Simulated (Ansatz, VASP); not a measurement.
**Two plane-wave programs on BN**

The input INCAR:

```
SYSTEM = BN
ALGO = Normal ; EDIFF = 1E-7
ENCUT = 520 ; GGA = PE
ISIF = 2 ; ISMEAR = 0
LASPH = .True. ; LCHARG = .True.
LELF = .True. ; LREAL = .False.
LVHAR = .True. ; LWAVE = .False.
NBANDS = 16 ; NELM = 80
PREC = Accurate ; SIGMA = 0.05
```

Contents of KPOINTS:

```
k-points
0
Gamma
  12 12 4
  0 0 0
```

File POSCAR:

```
BN
1.0
    2.3563464098      0.0000000000      0.0000000000
   -1.1781732049      2.0406558510      0.0000000000
    0.0000000000      0.0000000000      7.5221150347
B N
2 2
Direct
    0.3333333333      0.6666666667      0.2500000000
    0.6666666667      0.3333333333      0.7500000000
    0.3333333333      0.6666666667      0.7500000000
    0.6666666667      0.3333333333      0.2500000000
```

Input for Ansatz:

```yaml
crystal:
  lattice:
    - [2.3563464098, 0.0, 0.0]
    - [-1.1781732049, 2.040655851, 0.0]
    - [0.0, 0.0, 7.5221150347]
  atoms:
    - { symbol: B, position: [0.3333333333, 0.6666666667, 0.25] }
    - { symbol: B, position: [0.6666666667, 0.3333333333, 0.75] }
    - { symbol: "N", position: [0.3333333333, 0.6666666667, 0.75] }
    - { symbol: "N", position: [0.6666666667, 0.3333333333, 0.25] }
basis:
  ecutwfc: 420
kpoints:
  mp_grid: { grid: [12, 12, 4] }
hamiltonian:
  xc: pbe
scf:
  occupations: { method: gaussian, width: 0.05 }
output:
  forces: true
  stress: true
  eigenvalues: true
```

Alike in both runs: task single point; functional PBE; k mesh 12 × 12 × 4; occupations gaussian, width 0.05 eV; no spin polarisation.

|  | VASP | Ansatz |
| --- | --- | --- |
| version | VASP 6.6.1 | Ansatz 0.2.0 |
| potentials or method | VASP PAW PBE potentials, release 64 (B, N) | scalar-relativistic, plane waves, PAW |
| plane-wave cutoff (eV) | 520 | 420 |
| valence electrons in the cell | 16 | 16 |

VASP gave:

- gap on the k mesh at the Fermi level (eV): 4.47
- least direct gap on the mesh (eV): 5.13

Task: Which values does Ansatz return?

Result: gap on the k mesh at the Fermi level (eV): 4.48; least direct gap on the mesh (eV): 5.14.

 A k mesh can miss the band edges. As with any semilocal functional, this PBE gap is likely too small.
